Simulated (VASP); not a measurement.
# Cu (P6_3/mmc) in VASP: notebook

Runs on Cu. Level: PBE. Tasks: single point.

Program: VASP 6.6.1. These are calculated values, not measurements. Logs are shortened: lines on timing, memory, paths and dates and some standing lists are left out, and cuts for length are marked.

## 1. The cell of the first run

The structure is hexagonal, space group P6_3/mmc (No. 194). The conventional cell has a = 2.618 Å, b = 2.618 Å, c = 4.275 Å, α = 90.00°, β = 90.00°, γ = 120.00°. Cu (site symmetry -6m2) has 12 Cu at 2.62 Å as nearest neighbours.

This isn't the form of Cu at room conditions, which is fcc.

## 2. Single point, PBE (volume 12.686 Å^3 an atom, c/a of the conventional cell 1.6329)

INCAR reads:

```
SYSTEM = Cu
PREC = Accurate
ENCUT = 520
EDIFF = 1E-6
ISMEAR = 0
SIGMA = 0.15
LREAL = .False.
LASPH = .True.
NELM = 60
ALGO = Fast
ISIF = 2
LWAVE = .False.
LCHARG = .False.
GGA = PE
NBANDS = 18
```

KPOINTS reads:

```
regular mesh
0
Gamma
  21 21 12
  0 0 0
```

POSCAR reads:

```
Cu
1.0
    2.6178954114      0.0000000000      0.0000000000
   -1.3089477057      2.2671639307      0.0000000000
    0.0000000000      0.0000000000      4.2748362871
Cu
2
Direct
    0.3333333333      0.6666666667      0.2500000000
    0.6666666667      0.3333333333      0.7500000000
```

Potentials or basis: VASP PAW PBE potentials, release 64 (Cu).

The run is started by

```bash
cat potpaw_PBE.64/Cu/POTCAR > POTCAR
mpirun -np 1 vasp_std > vasp.out
```

OUTCAR:

```text
SYSTEM = Cu
   PREC = Accurate
   ENCUT = 520
   EDIFF = 1E-6
   ISMEAR = 0
   LREAL = .False.
   LASPH = .True.
   NELM = 60
   ISIF = 2
   GGA = PE

 ion  position               nearest neighbor table
   1  0.333  0.667  0.250-   2 2.62   2 2.62   2 2.62   2 2.62   2 2.62   2 2.62
   2  0.667  0.333  0.750-   1 2.62   1 2.62   1 2.62   1 2.62   1 2.62   1 2.62

  LATTYP: Found a hexagonal cell.
 ALAT       =     2.6178954114
 C/A-ratio  =     1.6329285992

  Lattice vectors:

 A1 = (   2.6178954114,   0.0000000000,   0.0000000000)
 A2 = (  -1.3089477057,   2.2671639307,   0.0000000000)
 A3 = (   0.0000000000,   0.0000000000,   4.2748362871)

Analysis of symmetry for initial positions (statically):
=====================================================================
 Subroutine PRICEL returns:
 Original cell was already a primitive cell.

 Routine SETGRP: Setting up the symmetry group for a
 hexagonal supercell.

 Subroutine GETGRP returns: Found 24 space group operations
 (whereof 12 operations were pure point group operations)
 out of a pool of 24 trial point group operations.

The static configuration has the point symmetry D_3d.
 The point group associated with its full space group is D_6h.

Analysis of symmetry for dynamics (positions and initial velocities):
=====================================================================
 Subroutine PRICEL returns:
 Original cell was already a primitive cell.

 Routine SETGRP: Setting up the symmetry group for a
 hexagonal supercell.

 Subroutine GETGRP returns: Found 24 space group operations
 (whereof 12 operations were pure point group operations)
 out of a pool of 24 trial point group operations.

The dynamic configuration has the point symmetry D_3d.
 The point group associated with its full space group is D_6h.

 Subroutine INISYM returns: Found 24 space group operations
 (whereof 12 operations are pure point group operations),
 and found     1 'primitive' translations

----------------------------------------------------------------------------------------

                                     Primitive cell

  volume of cell :      25.3720

  direct lattice vectors                    reciprocal lattice vectors
     2.617895411  0.000000000  0.000000000     0.381986230  0.220539853  0.000000000
    -1.308947706  2.267163931  0.000000000     0.000000000  0.441079706  0.000000000
     0.000000000  0.000000000  4.274836287     0.000000000  0.000000000  0.233927087

  length of vectors
     2.617895411  2.617895411  4.274836287     0.441079706  0.441079706  0.233927087

  position of ions in fractional coordinates (direct lattice)
     0.333333333  0.666666667  0.250000000
     0.666666667  0.333333333  0.750000000

  ion indices of the primitive-cell ions
   primitive index   ion index
                 1           1
                 2           2

----------------------------------------------------------------------------------------

 KPOINTS: regular mesh

Automatic generation of k-mesh.
 Grid dimensions read from file:
 generate k-points for:   21   21   12

 Generating k-lattice:

  Cartesian coordinates                     Fractional coordinates (reciprocal lattice)
     0.018189820  0.010501898  0.000000000     0.047619048  0.000000000  0.000000000
     0.000000000  0.021003796  0.000000000     0.000000000  0.047619048  0.000000000
     0.000000000  0.000000000  0.019493924     0.000000000  0.000000000  0.083333333

  Length of vectors
     0.021003796  0.021003796  0.019493924

  Shift w.r.t. Gamma in fractional coordinates (k-lattice)
     0.000000000  0.000000000  0.000000000

 Subroutine IBZKPT returns following result:
 ===========================================

 Found    336 irreducible k-points:

 Following reciprocal coordinates:
            Coordinates               Weight
  0.000000  0.000000  0.000000      1.000000
  0.047619 -0.000000  0.000000      6.000000
  0.095238 -0.000000  0.000000      6.000000
  0.142857 -0.000000  0.000000      6.000000
  0.190476 -0.000000  0.000000      6.000000
  0.238095 -0.000000  0.000000      6.000000
[... 16 lines left out ...]
  0.142857  0.095238  0.000000     12.000000
  0.190476  0.095238  0.000000     12.000000
 [... further k-points ...]
   k-points           NKPTS =    336   k-points in BZ     NKDIM =    336   number of bands    NBANDS=     18
   number of dos      NEDOS =    301   number of ions     NIONS =      2
   total plane-waves  NPLWV =  12800
   dimension x,y,z NGX =    20 NGY =   20 NGZ =   32
   dimension x,y,z NGXF=    40 NGYF=   40 NGZF=   64
   ions per type =               2
   NGX,Y,Z   is equivalent  to a cutoff of  12.70, 12.70, 12.44 a.u.
   NGXF,Y,Z  is equivalent  to a cutoff of  25.40, 25.40, 24.89 a.u.
 SYSTEM =  Cu
   PREC   = accura    normal or accurate (medium, high low for compatibility)
   ISTART =      0    job   : 0-new  1-cont  2-samecut
   ICHARG =      2    charge: 1-file 2-atom 10-const
   ISPIN  =      1    spin polarized calculation?
   LNONCOLLINEAR =      F non collinear calculations
   LSORBIT =      F    spin-orbit coupling
   LASPH  =      T    aspherical Exc in radial PAW
   ENCUT  =  520.0 eV  38.22 Ry    6.18 a.u.   4.87  4.87  7.95*2*pi/ulx,y,z
   NELM   =     60;   NELMIN=  2; NELMDL= -5     # of ELM steps
   EDIFF  = 0.1E-05   stopping-criterion for ELM
   LREAL  =      F    real-space projection
   EDIFFG = 0.1E-04   stopping-criterion for IOM
   NSW    =      0    number of steps for IOM
   IBRION =     -1    ionic relax: 0-MD 1-quasi-New 2-CG
   NFREE  =      0    steps in history (QN), initial steepest desc. (CG)
   ISIF   =      2    stress and relaxation
   ISYM   =      2    0-nonsym 1-usesym 2-fastsym
   POTIM  = 0.5000    time-step for ionic-motion
   TEBEG  =    0.0;   TEEND  =   0.0 temperature during run
   PSTRESS=    0.0 pullay stress
   NELECT =      22.0000    total number of electrons
   NUPDOWN=      -1.0000    fix difference up-down
   EMIN   =  10.00;   EMAX   =-10.00  energy-range for DOS
   EFERMI =   0.00;   METHOD = LEGACY
   ISMEAR =     0;   SIGMA  =   0.15  broadening in eV -4-tet -1-fermi 0-gaus
   EFERMI_NEDOS =   21; number of points for ismear=-14 and -15
   IALGO  =     68    algorithm
   IMIX   =      4    mixing-type and parameters
     AMIX     =   0.40;   BMIX     =  1.00
     AMIX_MAG =   1.60;   BMIX_MAG =  1.00
  volume/ion in A,a.u.               =      12.69        85.61
  Fermi-wavevector in a.u.,A,eV,Ry     =   1.561100  2.950052 33.157865  2.437034
  Thomas-Fermi vector in A             =   2.664215
   LORBIT       =      0    0 simple, 1 ext, 2 COOP (PROOUT), +10 PAW based schemes
   GGA     = PE    functional components
   LHFCALC =     F    Hartree Fock is set to
   AEXX    =    0.0000 exact exchange contribution
   IVDW    =     0    specifies the selected vdW correction
   LEPSILON=     F    determine dielectric tensor
   LRPA    =     F    only Hartree local field effects (RPA)
 non-spin polarized calculation
 RMM-DIIS sequential band-by-band and
 Gauss-broadening in eV      SIGMA  =   0.15
  energy-cutoff  :      520.00
  volume of cell :       25.37
 maximum number of plane-waves:       702
 NGX is ok and might be reduce to    20
   NGX =  9   NGY =  9   NGZ = 15

 number of electron      22.0000031 magnetization

 Free energy of the ion-electron system (eV)
  ---------------------------------------------------
  ext. energy  EPLUGINS =         0.00000000
  ---------------------------------------------------
  free energy    TOTEN  =        -7.41534167 eV

  energy without entropy =       -7.40750994  energy(sigma->0) =       -7.41142580

 E-fermi :   6.7476     XC(G=0): -12.3157

 val. band max:        6.7451826904   @ k =   0.2857   0.0476   0.3333
 cond. band min:       6.7598194154   @ k =   0.3333   0.1905   0.0833
 fundamental gap:      0.0146367250
 Fermi energy:         6.7476044533

 k-point     1 :       0.0000    0.0000    0.0000
  band No.  band energies     occupation
      1      -2.0887      2.00000
      2       2.0392      2.00000
      3       3.9126      2.00000
      4       3.9647      2.00000
      5       3.9647      2.00000
      6       4.1486      2.00000
[... 10 lines left out ...]
     17      29.1247      0.00000
     18      29.1320      0.00000

 k-point     2 :       0.0476   -0.0000    0.0000
  band No.  band energies     occupation
      1      -2.0189      2.00000
      2       2.0793      2.00000
      3       3.8650      2.00000
      4       3.9887      2.00000
      5       4.0066      2.00000
      6       4.1364      2.00000
[... 10 lines left out ...]
     17      29.9824      0.00000
     18      30.0557      0.00000

 k-point     3 :       0.0952   -0.0000    0.0000
  band No.  band energies     occupation
      1      -1.8107      2.00000
      2       2.1942      2.00000
      3       3.7850      2.00000
      4       4.0593      2.00000
      5       4.0600      2.00000
      6       4.1158      2.00000
[... 10 lines left out ...]
     17      30.1955      0.00000
     18      30.6507      0.00000

 k-point     4 :       0.1429   -0.0000    0.0000
  band No.  band energies     occupation
      1      -1.4683      2.00000
      2       2.3659      2.00000
      3       3.6911      2.00000
      4       3.9785      2.00000
      5       4.0293      2.00000
      6       4.1721      2.00000
[... 10 lines left out ...]
     17      28.6518      0.00000
     18      29.7337      0.00000

 k-point     5 :       0.1905   -0.0000    0.0000
  band No.  band energies     occupation
      1      -1.0004      2.00000
      2       2.5593      2.00000
      3       3.5998      2.00000
      4       3.6719      2.00000
      5       3.9712      2.00000
      6       4.2195      2.00000
[... 10 lines left out ...]
     17      26.6092      0.00000
     18      27.9040      0.00000

 k-point     6 :       0.2381   -0.0000    0.0000
  band No.  band energies     occupation
      1      -0.4218      2.00000
      2       2.7166      2.00000
      3       3.4049      2.00000
      4       3.5404      2.00000
      5       3.9298      2.00000
      6       4.1447      2.00000
[... 10 lines left out ...]
     17      24.6653      0.00000
     18      26.3440      0.00000

 k-point     7 :       0.2857   -0.0000    0.0000
  band No.  band energies     occupation
      1       0.2396      2.00000
      2       2.7788      2.00000
      3       3.1858      2.00000
      4       3.5363      2.00000
      5       3.9370      2.00000
      6       4.0724      2.00000
[... 10 lines left out ...]
     17      23.1720      0.00000
     18      25.5417      0.00000

 k-point     8 :       0.3333   -0.0000    0.0000
  band No.  band energies     occupation
      1       0.9319      2.00000
      2       2.7507      2.00000
      3       3.0147      2.00000
      4       3.5767      2.00000
      5       4.0027      2.00000
      6       4.0080      2.00000
[... 10 lines left out ...]
     17      21.4347      0.00000
     18      25.1590      0.00000
[... 229 lines left out ...]
     17      19.1790      0.00000
     18      25.5831      0.00000

 k-point    20 :       0.4286    0.0476    0.0000
  band No.  band energies     occupation
      1       2.1908      2.00000
      2       2.5982      2.00000
      3       2.7891      2.00000
      4       3.8439      2.00000
      5       3.8956      2.00000
      6       4.0044      2.00000
[... 10 lines left out ...]
     17      18.7587      0.00000
     18      25.4670      0.00000

 k-point    21 :       0.4762    0.0476    0.0000
  band No.  band energies     occupation
      1       2.3058      2.00000
      2       2.5622      2.00000
      3       2.7695      2.00000
      4       3.8893      2.00000
      5       3.9109      2.00000
      6       3.9908      2.00000
[... 10 lines left out ...]
     17      18.6576      0.00000
     18      25.4291      0.00000

 k-point    22 :       0.0952    0.0952    0.0000
  band No.  band energies     occupation
      1      -1.2656      2.00000
      2       2.4620      2.00000
      3       3.6307      2.00000
      4       3.8504      2.00000
      5       4.0255      2.00000
      6       4.1774      2.00000
[... 10 lines left out ...]
     17      28.7742      0.00000
     18      28.9951      0.00000

 k-point    23 :       0.1429    0.0952    0.0000
  band No.  band energies     occupation
      1      -0.8027      2.00000
      2       2.6465      2.00000
      3       3.5296      2.00000
      4       3.5920      2.00000
      5       3.9779      2.00000
      6       4.1085      2.00000
[... 10 lines left out ...]
     17      27.2611      0.00000
     18      27.9363      0.00000

 k-point    24 :       0.1905    0.0952    0.0000
  band No.  band energies     occupation
      1      -0.2309      2.00000
      2       2.8030      2.00000
      3       3.3608      2.00000
      4       3.4487      2.00000
      5       3.9452      2.00000
      6       4.0312      2.00000
[... 10 lines left out ...]
     17      25.4171      0.00000
     18      27.1880      0.00000

 [... further k-points ...]

------------------------ aborting loop because EDIFF is reached ----------------------------------------

  FORCE on cell =-STRESS in cart. coord.  units (eV):
  Direction    XX          YY          ZZ          XY          YZ          ZX
  --------------------------------------------------------------------------------------
  -------------------------------------------------------------------------------------
  Total       -0.9700050     -0.9700050     -0.7878678      0.0000000      0.0000000      0.0000000
  in kB      -61.2533514    -61.2533514    -49.7518470      0.0000000      0.0000000      0.0000000
  external PRESSURE =     -57.4195166 kB  Pullay stress =       0.0000000 kB

 VOLUME and BASIS-vectors are now :
 -----------------------------------------------------------------------------
  energy-cutoff  :      520.00
  volume of cell :       25.37
      direct lattice vectors                 reciprocal lattice vectors
     2.617895411  0.000000000  0.000000000     0.381986230  0.220539853  0.000000000
    -1.308947706  2.267163931  0.000000000     0.000000000  0.441079706  0.000000000
     0.000000000  0.000000000  4.274836287     0.000000000  0.000000000  0.233927087

 POSITION                                       TOTAL-FORCE (eV/Angst)
 -----------------------------------------------------------------------------------
     -0.00000      1.51144      1.06871         0.000000      0.000000      0.000000
      1.30895      0.75572      3.20613        -0.000000     -0.000000      0.000000
 -----------------------------------------------------------------------------------
    total drift:                                0.000000     -0.000000      0.000000

  FREE ENERGIE OF THE ION-ELECTRON SYSTEM (eV)
  ---------------------------------------------------
  free  energy   TOTEN  =        -7.4153416657 eV

  energy  without entropy=       -7.4075099437  energy(sigma->0) =       -7.41142580
```

It took 79 s on 1 thread of Intel Xeon Platinum 8559C (Emerald Rapids), shared host; peak memory 0.23 GiB.

Results:

- Free energy: -7.4153 eV
- Pressure: -5.7 GPa
- Band gap on the k mesh: none (metal or under the smearing width)

Levels at points of the mesh, in eV from the Fermi level:
```tsv
k point	band 9	band 10	band 11	band 12	band 13	band 14
(0.00, 0.00, 0.00)	-2.34	-1.67	-1.67	-0.81	3.39	20.65
(0.00, 0.00, 0.50)	-1.88	-1.88	-1.88	-1.88	11.85	11.85
```

(Part 1 of 2 ends here.)
